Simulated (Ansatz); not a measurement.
Input and command of a plane-wave DFT calculation in Ansatz:

```yaml
crystal:
  lattice:
    - [2.5666196055, 0.0, 0.0]
    - [-1.2833098028, 2.2227577802, 0.0]
    - [1.2833098028, 0.7409192601, 2.0956361324]
  atoms:
    - { symbol: Cu, position: [0.0, 0.0, 0.0] }
basis:
  ecutwfc: 420
kpoints:
  mp_grid: { grid: [15, 15, 16] }
hamiltonian:
  xc: pbe
scf:
  occupations: { method: gaussian, width: 0.1 }
output:
  forces: true
  stress: true
  eigenvalues: true
```

```bash
ansatz run input.yaml --threads 1 --pin off --max-ram 2560MiB --backend cpu --events-out ev --progress --plain --runs-dir out
```

Processor: Intel(R) Xeon(R) Processor @ 2.50GHz (Skylake/Cascade Lake), 1 thread, on a host shared with other jobs.

Question: Estimate time, memory and problem size.

Answer: About 23 s on 1 thread of Intel(R) Xeon(R) Processor @ 2.50GHz (Skylake/Cascade Lake) (shared host), peak memory 0.46 GiB. It solves 14 bands at 968 k points (the mesh reduced by symmetry) with about 259 plane waves, in 6 SCF iterations.
